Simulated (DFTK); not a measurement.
# Ti (P6/mmm) in DFTK: reference runs

Reference runs on Ti: the cell as given.

All numbers are computed with DFTK 0.8.2; they aren't measurements. Logs are shortened: lines on timing, memory, paths and dates and some standing lists are left out, and cuts for length are marked.

## (1) Starting point

The structure is hexagonal, space group P6/mmm (No. 191). Conventional cell: a = 4.567 Å, b = 4.567 Å, c = 2.826 Å, α = 90.00°, β = 90.00°, γ = 120.00°. Around Ti (site symmetry -6m2) lie 11 Ti at 2.64 to 2.99 Å. Ti (site symmetry 6/mmm) is surrounded by 14 Ti at 2.83 to 2.99 Å.

This isn't the form of Ti at room conditions, which is hcp.

## (2) Single point, PBE

Contents of run.jl:

```julia
using DFTK
using PseudoPotentialData
using Unitful, UnitfulAtomic
using LinearAlgebra, Printf
include("save.jl")
disable_threading()

# lattice vectors are the columns
lattice = austrip(1u"Å") * [  4.5673748306  -2.2836874153            0.0;
                      0.0   3.9554626319            0.0;
                      0.0            0.0     2.82624427]
symbols   = [:Ti, :Ti, :Ti]
positions = [[0.6666666667, 0.3333333333, 0.5],
             [0.3333333333, 0.6666666667, 0.5],
             [0.0, 0.0, 0.0]]
pseudopotentials = PseudoFamily("dojo.nc.sr.pbe.v0_4_1.standard.upf")
elements = Dict(s => ElementPsp(s, pseudopotentials) for s in unique(symbols))
atoms    = [elements[s] for s in symbols]

build_model(lattice, positions; symmetries=true) =
    model_DFT(lattice, atoms, positions;
              functionals=PBE(),
              temperature=austrip(0.05u"eV"),
              smearing=Smearing.FermiDirac(),
              symmetries)
Ecut  = 42.0  # hartree
kgrid = [7, 7, 9]
tol   = 1e-6
to_GPa = ustrip(uconvert(u"GPa", 1u"hartree/bohr^3"))

model = build_model(lattice, positions)
basis = PlaneWaveBasis(model; Ecut, kgrid)
display(basis)
scfres = self_consistent_field(basis;
                               tol,
                               nbandsalg=AdaptiveBands(model; n_bands_converge=23))
display(scfres.energies)
@printf "Fermi level: %.6f eV\n" ustrip(auconvert(u"eV", something(scfres.εF, NaN)))
forces = compute_forces_cart(scfres)
println("Forces (eV/Å)")
for (s, f) in zip(symbols, forces)
    @printf "%-3s %12.6f %12.6f %12.6f\n" s ustrip.(auconvert.(u"eV/Å", f))...
end
stress = compute_stresses_cart(scfres)
println("Stress (GPa)")
display(round.(stress * to_GPa; digits=4))
println("Levels at the first k-point (eV): ", round.(ustrip.(auconvert.(u"eV", scfres.eigenvalues[1][1:scfres.n_bands_converge])); digits=4))
save_scf!(scfres; forces, stress)
```

Potentials or basis: dojo.nc.sr.pbe.v0_4_1.standard.upf (PBE).

Run with:

```
> julia --threads=1 run.jl  # save.jl only writes the numbers to a file and isn't shown; printed stress counts tension as positive; times include loading and compiling
```

What it wrote:

```text
PlaneWaveBasis discretization:

    Ecut                 : 42.0 Ha
    fft_size             : (54, 54, 36), 104976 total points
    kgrid                : MonkhorstPack([7, 7, 9])
    num.   red. kpoints  : 441
    num. irred. kpoints  : 40

    Discretized Model(gga_x_pbe+gga_c_pbe, 3D):
        lattice (in Bohr)    : [8.63109   , -4.31554  , 0         ]
                               [0         , 7.47474   , 0         ]
                               [0         , 0         , 5.34083   ]
        unit cell volume     : 344.56 Bohr³

        atoms                : Ti₃
        pseudopot. family    : PseudoFamily("dojo.nc.sr.pbe.v0_4_1.standard.upf")

        num. electrons       : 36
        spin polarization    : none
        temperature          : 0.0018375 Ha
        smearing             : DFTK.Smearing.FermiDirac()

        terms                : Kinetic()
                               AtomicLocal()
                               AtomicNonlocal()
                               Ewald(nothing)
                               PspCorrection()
                               Hartree()
                               Xc(gga_x_pbe, gga_c_pbe)
                               Entropy()
n     Energy            log10(ΔE)   log10(Δρ)   Diag   Δtime
---   ---------------   ---------   ---------   ----   ------
  1   -177.9954550134                   -0.61    8.2    25.0s
  2   -178.0361300420       -1.39       -0.80    2.0    11.1s
  3   -178.0661179579       -1.52       -1.44    7.8    21.2s
  4   -178.0666112477       -3.31       -1.65    1.0    9.74s
  5   -178.0672064755       -3.23       -2.37    2.0    11.4s
  6   -178.0672437978       -4.43       -2.76    5.1    16.1s
  7   -178.0672447048       -6.04       -2.93    3.9    13.4s
  8   -178.0672461034       -5.85       -3.51    2.1    8.84s
  9   -178.0672463007       -6.70       -4.06    5.3    15.1s
 10   -178.0672463078       -8.15       -4.31    4.7    13.2s
 11   -178.0672463127       -8.31       -4.90    2.4    8.89s
 12   -178.0672463130       -9.45       -5.46    5.9    13.2s
 13   -178.0672463131      -10.44       -6.10    4.5    11.0s
Energy breakdown (in Ha):
    Kinetic             70.5730669
    AtomicLocal         -136.7148750
    AtomicNonlocal      1.7214792
    Ewald               -128.1122547
    PspCorrection       4.6017423
    Hartree             36.0672290
    Xc                  -26.2028300
    Entropy             -0.0008039

    total               -178.067246313062
Fermi level: 10.133182 eV
Forces (eV/Å)
Ti     -0.000002    -0.000001     0.000000
Ti      0.000000    -0.000002     0.000000
Ti     -0.000001    -0.000002     0.000000
Stress (GPa)
3×3 StaticArraysCore.SMatrix{3, 3, Float64, 9} with indices SOneTo(3)×SOneTo(3):
 -0.902   0.0     0.0
  0.0    -0.902   0.0
 -0.0     0.0    -0.7282
Levels at the first k-point (eV): [-46.7075, -46.4511, -46.2833, -23.042, -23.042, -22.9415, -22.9415, -22.6522, -22.4513, -22.3686, -22.3368, -22.3368, 4.0359, 8.1782, 9.4243, 9.4243, 9.5156, 9.5156, 10.1182, 10.8311, 11.4428, 11.4428, 11.9702]
```

It took 4.1 min on 1 thread of Intel Xeon Platinum 8488C (Sapphire Rapids), shared host; peak memory 2.2 GiB.

Results:

```
Free energy            : -4845.4566 eV
Pressure               : 0.8 GPa
Band gap on the k mesh : none (metal or under the smearing width)
```

Stress tensor (GPa, compression positive):
```
0.90 0.00 0.00
0.00 0.90 0.00
0.00 0.00 0.73
```

Levels at points of the mesh, in eV from the Fermi level:
| k point | band 16 | band 17 | band 18 | band 19 | band 20 | band 21 |
| --- | --- | --- | --- | --- | --- | --- |
| (0.00, 0.00, 0.00) | -0.71 | -0.62 | -0.62 | -0.01 | 0.70 | 1.31 |
